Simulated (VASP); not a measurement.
Write the native input for VASP 6.6.1 that does the following.

```yaml
Task: relaxation of cell and atoms
Functional: PBE
Potentials_or_basis: VASP PAW PBE potentials, release 64 (As_GW, Ga_d_GW)
Cutoff: 630 eV
k_mesh: 8 × 8 × 8
Occupations: fermi-dirac, width 0.05 eV
Spin: no spin polarisation
Further_INCAR_settings: ALGO = Normal; EDIFF = 1e-07; IBRION = 2; EDIFFG = -0.01; NSW = 40; ISIF = 3
```

The structure of GaAs lies in POSCAR:

```
GaAs
1.0
    0.0000000000      2.8268500000      2.8268500000
    2.8268500000      0.0000000000      2.8268500000
    2.8268500000      2.8268500000      0.0000000000
As Ga
1 1
Direct
    0.7500000000      0.7500000000      0.7500000000
    0.0000000000      0.0000000000      0.0000000000
```

These files were run (other wordings do the same):

INCAR

```
  PREC = Accurate
  ENCUT = 630
  EDIFF = 1E-7
  ISMEAR = -1
  SIGMA = 0.05
  LREAL = False
  LASPH = True
  NELM = 100
  ALGO = Normal
  ISIF = 3
  LWAVE = False
  LCHARG = False
  GGA = PE
  IBRION = 2
  NSW = 40
  EDIFFG = -0.01
```

KPOINTS

```
Automatic mesh
0
Gamma
  8 8 8
```

Potentials or basis: VASP PAW PBE potentials, release 64 (As_GW, Ga_d_GW).

The run is started by

```console
$ cat potpaw_PBE.64/As_GW/POTCAR potpaw_PBE.64/Ga_d_GW/POTCAR > POTCAR
$ mpirun -np 1 vasp_std > vasp.out
```

Results of the run:

| Item | Value |
| --- | --- |
| Relaxed volume | 23.65 Å³/atom |
| Relaxed cell | a = 4.060 Å, b = 4.060 Å, c = 4.060 Å, α = 60.00°, β = 60.00°, γ = 60.00° |
| Space group after relaxing (to 0.05 Å) | F-43m (No. 216) |
| Energy gained by relaxing | 10.2 meV/atom |
| Ionic steps | 3 |
| Pressure after relaxing | 0.0 GPa |
| Band gap on the k mesh | 0.17 eV, direct |

It took 95 s on 1 thread of Intel(R) Xeon(R) Platinum 8488C (Sapphire Rapids) (shared host), peak memory 0.23 GiB.
